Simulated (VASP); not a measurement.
# Bi (P2/m) in VASP: reference runs

Reference runs on Bi: the cell as given and a disturbed copy.

Everything below comes from runs of VASP 6.6.1. Logs are shortened: lines on timing, memory, paths and dates and some standing lists are left out, and cuts for length are marked.

### 1 The structure

The structure is monoclinic, space group P2/m (No. 10). The conventional cell has a = 3.238 Å, b = 3.222 Å, c = 6.444 Å, α = 90.00°, β = 90.72°, γ = 90.00°. Around Bi (site symmetry m) lie 6 Bi at 3.22 to 3.24 Å.

This isn't the form of Bi at room conditions, which is rhombohedral.

### 2 Single point, PBEsol

INCAR

```
PREC     = Accurate       # precision mode
ENCUT    = 520            # plane-wave cutoff, eV
EDIFF    = 1E-7           # SCF threshold, eV
ISMEAR   = -1             # smearing method
SIGMA    = 0.05           # smearing width, eV
LREAL    = False          # projectors in reciprocal space
LASPH    = True           # aspherical terms in the spheres
NELM     = 60             # most SCF steps
ALGO     = Normal         # electronic algorithm
ISIF     = 2              # what is computed and relaxed
LWAVE    = False          # write WAVECAR
LCHARG   = False          # write CHGCAR
GGA      = PS             # functional
NBANDS   = 22             # bands
```

KPOINTS

```
regular mesh
0
Gamma
  8 8 4
```

POSCAR

```
Bi
1.0
    3.2383762460      0.0000000000      0.0000000000
    0.0000000000      3.2216433200      0.0000000000
   -0.0804548793      0.0000000000      6.4438887882
Bi
2
Direct
    0.5442472500      0.0000000000      0.7495778900
    0.4557527500      0.0000000000      0.2504221100
```

Potentials or basis: VASP PAW PBE potentials, release 64 (Bi_d).

On the command line:

```
cat potpaw_PBE.64/Bi_d/POTCAR > POTCAR
mpirun -np 1 vasp_std > vasp.out
```

OUTCAR:

```text
PREC = Accurate
   ENCUT = 520
   EDIFF = 1E-7
   ISMEAR = -1
   LREAL = False
   LASPH = True
   NELM = 60
   ISIF = 2
   GGA = PS

 ion  position               nearest neighbor table
   1  0.544  0.000  0.750-   2 3.23   2 3.24
   2  0.456  0.000  0.250-   1 3.23   1 3.24

  LATTYP: Found a simple monoclinic cell.
 ALAT       =     3.2383762460
 B/A-ratio  =     0.9948329271
 C/A-ratio  =     1.9900068852
 COS(beta)  =    -0.0124844813

  Lattice vectors:

 A1 = (   3.2383762460,   0.0000000000,   0.0000000000)
 A2 = (   0.0000000000,   3.2216433200,   0.0000000000)
 A3 = (  -0.0804548793,   0.0000000000,   6.4438887882)

Analysis of symmetry for initial positions (statically):
=====================================================================
 Subroutine PRICEL returns:
 Original cell was already a primitive cell.

 Routine SETGRP: Setting up the symmetry group for a
 simple monoclinic supercell.

 Subroutine GETGRP returns: Found  4 space group operations
 (whereof  4 operations were pure point group operations)
 out of a pool of  4 trial point group operations.

The static configuration has the point symmetry C_2h.

Analysis of symmetry for dynamics (positions and initial velocities):
=====================================================================
 Subroutine PRICEL returns:
 Original cell was already a primitive cell.

 Routine SETGRP: Setting up the symmetry group for a
 simple monoclinic supercell.

 Subroutine GETGRP returns: Found  4 space group operations
 (whereof  4 operations were pure point group operations)
 out of a pool of  4 trial point group operations.

The dynamic configuration has the point symmetry C_2h.

 Subroutine INISYM returns: Found  4 space group operations
 (whereof  4 operations are pure point group operations),
 and found     1 'primitive' translations

----------------------------------------------------------------------------------------

                                     Primitive cell

  volume of cell :      67.2284

  direct lattice vectors                    reciprocal lattice vectors
     3.238376246  0.000000000  0.000000000     0.308796731  0.000000000  0.003855467
     0.000000000  3.221643320  0.000000000     0.000000000  0.310400594  0.000000000
    -0.080454879  0.000000000  6.443888788     0.000000000  0.000000000  0.155185794

  length of vectors
     3.238376246  3.221643320  6.444391026     0.308820799  0.310400594  0.155185794

  position of ions in fractional coordinates (direct lattice)
     0.544247250  0.000000000  0.749577890
     0.455752750  0.000000000  0.250422110

  ion indices of the primitive-cell ions
   primitive index   ion index
                 1           1
                 2           2

----------------------------------------------------------------------------------------

 KPOINTS: regular mesh

Automatic generation of k-mesh.
 Grid dimensions read from file:
 generate k-points for:    8    8    4

 Generating k-lattice:

  Cartesian coordinates                     Fractional coordinates (reciprocal lattice)
     0.038599591  0.000000000  0.000481933     0.125000000  0.000000000 -0.000000000
     0.000000000  0.038800074  0.000000000     0.000000000  0.125000000  0.000000000
     0.000000000  0.000000000  0.038796449     0.000000000  0.000000000  0.250000000

  Length of vectors
     0.038602600  0.038800074  0.038796449

  Shift w.r.t. Gamma in fractional coordinates (k-lattice)
     0.000000000  0.000000000  0.000000000

 Subroutine IBZKPT returns following result:
 ===========================================

 Found     90 irreducible k-points:

 Following reciprocal coordinates:
            Coordinates               Weight
  0.000000  0.000000  0.000000      1.000000
  0.125000  0.000000 -0.000000      2.000000
  0.250000  0.000000 -0.000000      2.000000
  0.375000  0.000000  0.000000      2.000000
  0.500000  0.000000 -0.000000      1.000000
  0.000000  0.125000  0.000000      2.000000
[... 16 lines left out ...]
  0.250000  0.500000 -0.000000      2.000000
  0.375000  0.500000  0.000000      2.000000
 [... further k-points ...]
   k-points           NKPTS =     90   k-points in BZ     NKDIM =     90   number of bands    NBANDS=     22
   number of dos      NEDOS =    301   number of ions     NIONS =      2
   total plane-waves  NPLWV =  27648
   dimension x,y,z NGX =    24 NGY =   24 NGZ =   48
   dimension x,y,z NGXF=    48 NGYF=   48 NGZF=   96
   ions per type =               2
   NGX,Y,Z   is equivalent  to a cutoff of  12.32, 12.38, 12.38 a.u.
   NGXF,Y,Z  is equivalent  to a cutoff of  24.64, 24.77, 24.77 a.u.
 SYSTEM =  unknown system
   PREC   = accura    normal or accurate (medium, high low for compatibility)
   ISTART =      0    job   : 0-new  1-cont  2-samecut
   ICHARG =      2    charge: 1-file 2-atom 10-const
   ISPIN  =      1    spin polarized calculation?
   LNONCOLLINEAR =      F non collinear calculations
   LSORBIT =      F    spin-orbit coupling
   LASPH  =      T    aspherical Exc in radial PAW
   ENCUT  =  520.0 eV  38.22 Ry    6.18 a.u.   6.02  5.99 11.98*2*pi/ulx,y,z
   NELM   =     60;   NELMIN=  2; NELMDL= -5     # of ELM steps
   EDIFF  = 0.1E-06   stopping-criterion for ELM
   LREAL  =      F    real-space projection
   EDIFFG = 0.1E-05   stopping-criterion for IOM
   NSW    =      0    number of steps for IOM
   IBRION =     -1    ionic relax: 0-MD 1-quasi-New 2-CG
   NFREE  =      0    steps in history (QN), initial steepest desc. (CG)
   ISIF   =      2    stress and relaxation
   ISYM   =      2    0-nonsym 1-usesym 2-fastsym
   POTIM  = 0.5000    time-step for ionic-motion
   TEBEG  =    0.0;   TEEND  =   0.0 temperature during run
   PSTRESS=    0.0 pullay stress
   NELECT =      30.0000    total number of electrons
   NUPDOWN=      -1.0000    fix difference up-down
   EMIN   =  10.00;   EMAX   =-10.00  energy-range for DOS
   EFERMI =   0.00;   METHOD = LEGACY
   ISMEAR =    -1;   SIGMA  =   0.05  broadening in eV -4-tet -1-fermi 0-gaus
   EFERMI_NEDOS =   21; number of points for ismear=-14 and -15
   IALGO  =     38    algorithm
   IMIX   =      4    mixing-type and parameters
     AMIX     =   0.40;   BMIX     =  1.00
     AMIX_MAG =   1.60;   BMIX_MAG =  1.00
  volume/ion in A,a.u.               =      33.61       226.84
  Fermi-wavevector in a.u.,A,eV,Ry     =   1.251020  2.364085 21.293818  1.565051
  Thomas-Fermi vector in A             =   2.384987
   LORBIT       =      0    0 simple, 1 ext, 2 COOP (PROOUT), +10 PAW based schemes
   GGA     = PS    functional components
   LHFCALC =     F    Hartree Fock is set to
   AEXX    =    0.0000 exact exchange contribution
   IVDW    =     0    specifies the selected vdW correction
   LEPSILON=     F    determine dielectric tensor
   LRPA    =     F    only Hartree local field effects (RPA)
 non-spin polarized calculation
  energy-cutoff  :      520.00
  volume of cell :       67.23
 maximum number of plane-waves:      1836
   NGX = 13   NGY = 11   NGZ = 23

 number of electron      30.0000014 magnetization

 Free energy of the ion-electron system (eV)
  ---------------------------------------------------
  ext. energy  EPLUGINS =         0.00000000
  ---------------------------------------------------
  free energy    TOTEN  =        -8.53512099 eV

  energy without entropy =       -8.52094801  energy(sigma->0) =       -8.52803450

 E-fermi :   6.6290     XC(G=0):  -9.9532

 val. band max:        6.6229708105   @ k =  -0.3750   0.2500   0.2500
 cond. band min:       6.6348916679   @ k =   0.1250   0.2500   0.2500
 fundamental gap:      0.0119208574
 Fermi energy:         6.6289987101

 k-point     1 :       0.0000    0.0000    0.0000
  band No.  band energies     occupation
      1     -16.2436      2.00000
      2     -16.2336      2.00000
      3     -16.2266      2.00000
      4     -15.9822      2.00000
      5     -15.9815      2.00000
      6     -15.9627      2.00000
[... 14 lines left out ...]
     21      14.7484      0.00000
     22      16.4427      0.00000

 k-point     2 :       0.1250    0.0000   -0.0000
  band No.  band energies     occupation
      1     -16.2399      2.00000
      2     -16.1975      2.00000
      3     -16.1941      2.00000
      4     -15.9984      2.00000
      5     -15.9808      2.00000
      6     -15.9462      2.00000
[... 14 lines left out ...]
     21      14.7611      0.00000
     22      16.5817      0.00000

 k-point     3 :       0.2500    0.0000   -0.0000
  band No.  band energies     occupation
      1     -16.2343      2.00000
      2     -16.1414      2.00000
      3     -16.0955      2.00000
      4     -16.0392      2.00000
      5     -15.9773      2.00000
      6     -15.9479      2.00000
[... 14 lines left out ...]
     21      15.2198      0.00000
     22      17.5147      0.00000

 k-point     4 :       0.3750    0.0000    0.0000
  band No.  band energies     occupation
      1     -16.2289      2.00000
      2     -16.1051      2.00000
      3     -16.0795      2.00000
      4     -15.9969      2.00000
      5     -15.9779      2.00000
      6     -15.9739      2.00000
[... 14 lines left out ...]
     21      16.0001      0.00000
     22      18.1200      0.00000

 k-point     5 :       0.5000    0.0000   -0.0000
  band No.  band energies     occupation
      1     -16.2267      2.00000
      2     -16.0964      2.00000
      3     -16.0940      2.00000
      4     -15.9908      2.00000
      5     -15.9799      2.00000
      6     -15.9728      2.00000
[... 417 lines left out ...]
 k-point    22 :       0.1250    0.5000   -0.0000
  band No.  band energies     occupation
      1     -16.1893      2.00000
      2     -16.0985      2.00000
      3     -16.0423      2.00000
      4     -16.0017      2.00000
      5     -15.9925      2.00000
      6     -15.9876      2.00000
[... 14 lines left out ...]
     21      16.6623      0.00000
     22      16.9383      0.00000

 k-point    23 :       0.2500    0.5000   -0.0000
  band No.  band energies     occupation
      1     -16.1327      2.00000
      2     -16.0933      2.00000
      3     -16.0420      2.00000
      4     -16.0310      2.00000
      5     -16.0268      2.00000
      6     -15.9822      2.00000
[... 14 lines left out ...]
     21      14.5021      0.00000
     22      14.7615      0.00000

 k-point    24 :       0.3750    0.5000    0.0000
  band No.  band energies     occupation
      1     -16.0954      2.00000
      2     -16.0881      2.00000
      3     -16.0819      2.00000
      4     -16.0690      2.00000
      5     -16.0654      2.00000
      6     -15.9791      2.00000
[... 14 lines left out ...]
     21      12.7093      0.00000
     22      14.0808      0.00000

 [... further k-points ...]

------------------------ aborting loop because EDIFF is reached ----------------------------------------

  FORCE on cell =-STRESS in cart. coord.  units (eV):
  Direction    XX          YY          ZZ          XY          YZ          ZX
  --------------------------------------------------------------------------------------
  -------------------------------------------------------------------------------------
  Total       -0.2915427      0.0237929     -0.3918169      0.0000000      0.0000000     -0.0457761
  in kB       -6.9480025      0.5670277     -9.3377213      0.0000000      0.0000000     -1.0909288
  external PRESSURE =      -5.2395654 kB  Pullay stress =       0.0000000 kB

 VOLUME and BASIS-vectors are now :
 -----------------------------------------------------------------------------
  energy-cutoff  :      520.00
  volume of cell :       67.23
      direct lattice vectors                 reciprocal lattice vectors
     3.238376246  0.000000000  0.000000000     0.308796731  0.000000000  0.003855467
     0.000000000  3.221643320  0.000000000     0.000000000  0.310400594  0.000000000
    -0.080454879  0.000000000  6.443888788     0.000000000  0.000000000  0.155185794

 POSITION                                       TOTAL-FORCE (eV/Angst)
 -----------------------------------------------------------------------------------
      1.70217      0.00000      4.83020         0.004054      0.000000     -0.011949
      1.45575      0.00000      1.61369        -0.004054     -0.000000      0.011949
 -----------------------------------------------------------------------------------
    total drift:                                0.000000     -0.000000      0.000000

  FREE ENERGIE OF THE ION-ELECTRON SYSTEM (eV)
  ---------------------------------------------------
  free  energy   TOTEN  =        -8.5351209895 eV

  energy  without entropy=       -8.5209480055  energy(sigma->0) =       -8.52803450
```

Wall time 33 s (1 thread of Intel Xeon 6975P-C (Granite Rapids), shared host); peak memory 0.23 GiB.

Results:

| Item | Value |
| --- | --- |
| Free energy | -8.5351 eV |
| Pressure | -0.5 GPa |
| Largest force | 0.013 eV/Å |
| Band gap on the k mesh | none (metal or under the smearing width) |

Forces on the atoms (eV/Å):
```
Bi   0.004  0.000 -0.012
Bi  -0.004  0.000  0.012
```

Levels at points of the mesh, in eV from the Fermi level:
```
           k point  band 11  band 12  band 13  band 14  band 15  band 16  band 17  band 18  band 19  band 20
(0.00, 0.00, 0.00)   -13.22   -11.26    -5.05     3.23     3.28     3.30     4.85     5.25     6.48     7.97
(0.50, 0.00, 0.00)   -11.27    -9.39    -5.01    -3.20    -3.07     2.37     5.24     5.50     7.21     9.80
(0.00, 0.50, 0.00)   -11.24    -9.30    -5.06    -3.14    -3.12     2.70     5.20     5.24     6.91     9.73
(0.50, 0.50, 0.00)    -9.31    -7.40    -3.15    -3.08    -1.41    -1.38    -1.24     2.73     4.97     5.30
(0.00, 0.00, 0.50)   -12.47   -12.44    -1.82    -1.79     3.92     4.01     4.11     4.13     7.62     7.69
(0.50, 0.00, 0.50)   -10.56   -10.52    -4.32    -4.29     0.19     0.28     5.36     5.41     6.07     6.11
(0.00, 0.50, 0.50)   -10.50   -10.48    -4.29    -4.27     0.21     0.25     5.42     5.42     5.93     6.02
(0.50, 0.50, 0.50)    -8.60    -8.55    -2.43    -2.41    -2.39    -2.38     2.17     2.27     3.42     3.45
```

Caveat: the PAW data sets were made with another functional, which shifts forces and pressure a little; spin-orbit coupling is left out, which moves the levels of the heavy elements.

### 3 Single point, PBEsol (atoms moved at random, drawn with an rms of 0.05 Å)

INCAR is that of step 2.

KPOINTS is that of step 2.

POSCAR

```
Bi
1.0
    3.2383762460      0.0000000000      0.0000000000
    0.0000000000      3.2216433200      0.0000000000
   -0.0804548793      0.0000000000      6.4438887882
Bi
2
Direct
    0.5553360000      0.0007030000      0.7502840000
    0.4583770000      0.0127120000      0.2414060000
```

Potentials or basis: VASP PAW PBE potentials, release 64 (Bi_d).

On the command line:

```
cat potpaw_PBE.64/Bi_d/POTCAR > POTCAR
mpirun -np 1 vasp_std > vasp.out
```

Wall time 40 s (1 thread of Intel Xeon 6975P-C (Granite Rapids), shared host); peak memory 0.27 GiB.

The run converged. Its results:

```yaml
Free_energy: -8.5340 eV
Pressure: -0.5 GPa
Largest_force: 0.047 eV/Å
Band_gap_on_the_k_mesh: none (metal or under the smearing width)
```

Forces in eV/Å, atoms in the order of the input:
```
Bi  -0.005  0.001 -0.047
Bi   0.005 -0.001  0.047
```

Stress tensor (GPa, compression positive):
```
-0.61  0.01  0.04
 0.01  0.07 -0.01
 0.04 -0.01 -0.92
```

Levels at points of the mesh, in eV from the Fermi level:
```tsv
k point	band 11	band 12	band 13	band 14	band 15	band 16	band 17	band 18	band 19	band 20
(0.00, 0.00, 0.00)	-13.23	-11.26	-5.05	3.22	3.29	3.30	4.79	5.24	6.49	7.97
(0.50, 0.00, 0.00)	-11.28	-9.41	-5.01	-3.23	-3.04	2.31	5.24	5.56	7.19	9.80
(0.00, 0.50, 0.00)	-11.25	-9.30	-5.07	-3.15	-3.12	2.69	5.19	5.27	6.86	9.73
(0.50, 0.50, 0.00)	-9.32	-7.41	-3.16	-3.08	-1.43	-1.40	-1.21	2.74	4.89	5.28
(0.00, 0.00, 0.50)	-12.56	-12.36	-1.93	-1.69	3.93	3.99	4.03	4.20	7.61	7.71
(0.50, 0.00, 0.50)	-10.63	-10.45	-4.38	-4.26	0.13	0.36	5.34	5.42	6.00	6.16
(0.00, 0.50, 0.50)	-10.60	-10.39	-4.36	-4.21	0.08	0.38	5.40	5.43	5.93	6.00
(0.50, 0.50, 0.50)	-8.67	-8.48	-2.48	-2.47	-2.36	-2.34	2.09	2.36	3.38	3.48
```

Caveat: the PAW data sets were made with another functional, which shifts forces and pressure a little; spin-orbit coupling is left out, which moves the levels of the heavy elements.
